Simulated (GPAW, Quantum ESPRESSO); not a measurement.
BN (P6_3/mmc), B K edge of atom 3, with 3 N at 1.44 Å (trigonal planar, site symmetry -6m2). Method: Quantum ESPRESSO XSpectra, LDA, full core hole (charged cell), 16-atom cell with 5.0 Å between holes, 5×5×4 k points, dipole transitions, Lorentzian half width 0.3 eV up to 4 eV, rising linearly to 2.5 eV at 25 eV (counted from xe0, 0.3 eV below the zero used here).

```xyz
4
Lattice="2.4982 0.0000 0.0000 -1.2491 2.1635 0.0000 0.0000 0.0000 6.6357" Properties=species:S:1:pos:R:3 pbc="T T T"
N     1.2491    0.7212    1.6589
N     0.0000    1.4424    4.9768
B     1.2491    0.7212    4.9768
B     0.0000    1.4424    1.6589
```

Energy from the lowest empty level; a common scale on which the isotropic spectrum has a mean of 1 over the first 20 eV.

```
E (eV)  curve 1  curve 2
  -2.0     0.17     0.02
  -1.5     0.25     0.02
  -1.0     0.41     0.02
  -0.5     0.93     0.02
   0.0     2.52     0.03
   0.5     6.99     0.03
   1.0     8.21     0.03
   1.5     2.32     0.04
   2.0     0.85     0.05
   2.5     0.49     0.06
   3.0     0.50     0.07
   3.5     0.80     0.10
   4.0     0.88     0.16
   4.5     0.52     0.29
   5.0     0.52     0.57
   5.5     0.47     1.15
   6.0     0.41     1.88
   6.5     0.40     2.29
   7.0     0.47     2.53
   7.5     0.51     2.18
   8.0     0.60     1.95
   8.5     0.76     2.05
   9.0     0.84     2.08
   9.5     0.85     1.81
  10.0     0.78     1.49
  10.5     0.70     1.33
  11.0     0.64     1.26
  11.5     0.62     1.17
  12.0     0.62     1.10
  12.5     0.61     1.07
  13.0     0.60     1.07
  13.5     0.58     1.05
  14.0     0.56     1.02
  14.5     0.55     1.02
  15.0     0.53     1.03
  15.5     0.51     1.05
  16.0     0.49     1.04
  16.5     0.49     0.99
  17.0     0.48     0.92
  17.5     0.47     0.84
  18.0     0.46     0.78
  18.5     0.45     0.73
  19.0     0.45     0.71
  19.5     0.46     0.72
  20.0     0.46     0.75
  20.5     0.46     0.80
  21.0     0.46     0.87
  21.5     0.45     0.92
  22.0     0.45     0.96
  22.5     0.46     0.97
  23.0     0.46     0.96
  23.5     0.47     0.91
  24.0     0.48     0.84
  24.5     0.49     0.77
  25.0     0.50     0.69
  25.5     0.50     0.62
  26.0     0.50     0.56
  26.5     0.51     0.51
  27.0     0.51     0.46
  27.5     0.52     0.42
  28.0     0.53     0.38
  28.5     0.55     0.35
  29.0     0.57     0.32
  29.5     0.59     0.30
  30.0     0.60     0.28
  30.5     0.62     0.27
  31.0     0.63     0.26
  31.5     0.64     0.25
  32.0     0.64     0.25
```

The database entry behind the starting cell differs from later determinations by our own check (about 0.3 % short, minor phase), so it need not match the best structure at ambient conditions.

Question: The curves are for the electric vector along different Cartesian axes of the cell as given, averaged over the symmetry-equivalent atoms. Which is which?

Curve 1: along z (c), main maxima 0.9 eV (9.00), 4.0 eV (0.90) and 9.3 eV (0.86). Curve 2: along x (⊥ c) (the other in-plane axis gives the same curve within 3 %), main maxima 7.0 eV (2.54), 8.8 eV (2.11) and 22.5 eV (0.97). A K edge sees empty p states; at this planar three-fold site the curve for the electric vector normal to the plane peaks at 0.9 eV, where it is mainly π* that absorbs: that direction carries over 70 % of the weight there. Each direction probes the empty orbitals that point along it. The holes are only 5.0 Å apart, so the shape is probably not converged with cell size; no larger cell was run here. The structure is a published determination, not relaxed.

[Banner, clock and machine lines of the logs are left out without a mark of their own.]

[Logs are printed without paths, hosts, clocks, repeated set-up lines and the standing remarks that a program may print on its own settings, such as how far it seeks lower states.]

[Hosts, paths, dates, database ids (printed as entryN), source tags and the programs' standing remarks are cut or masked in the printed files.]

[Lists of maxima count a maximum above −3 eV only where it reaches 4 % of the highest in the window and stands out from its surroundings by 2 % of it (1.5 % where it reaches 55 %); shoulders and weaker maxima are passed over, and of the rest the first, up to two pre-edge ones and the few strongest are named.]
